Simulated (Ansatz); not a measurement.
KF: the gap against volume

KF, Fm-3m, a = 5.419 Å. Ansatz: PBE, PAW, 420 eV, Γ-centred 8×8×8 mesh on 2 atoms, Gaussian smearing 0.02 eV; no spin polarisation. Symmetry fixes shape and atoms, so the cell is only scaled; x = ln(V/V0) with V0 = 19.889 Å³/atom. The gap is read at the mesh points alone.

| x | gap y (eV) |
| --- | --- |
| -0.0619 | 6.289 |
| -0.0305 | 6.123 |
| 0.0000 | 5.966 |
| 0.0296 | 5.822 |
| 0.0583 | ? |

Question: Fit a straight line to the other rows, give the volume deformation potential of the gap and its pressure coefficient, and predict the missing gap. B0 = 29.0 GPa.

Answer: Means x = -0.01570, y = 6.0500; Σ(Δx)² = 0.004652, ΣΔxΔy = -0.02377; the slope is their ratio. y = 5.9698 − 5.1094 x. The slope is the deformation potential a = dE_g/d ln V = -5.11 eV, and dE_g/dP = −a/B0 = 176 meV/GPa. At x = 0.0583 the fit asked for gives 5.672 eV. The run gave 5.685 eV, so the fit is 0.013 eV too low, 2.2 % of the span of the series, against an rms of 0.003 eV on the fitted rows. The row lies outside the fitted range. With a term in x² added, a fit to the same known rows predicts 5.687 eV, so most of the miss is curvature that the known rows already hold.

Semilocal functionals give gaps under the measured ones; changes of the gap mostly carry over better.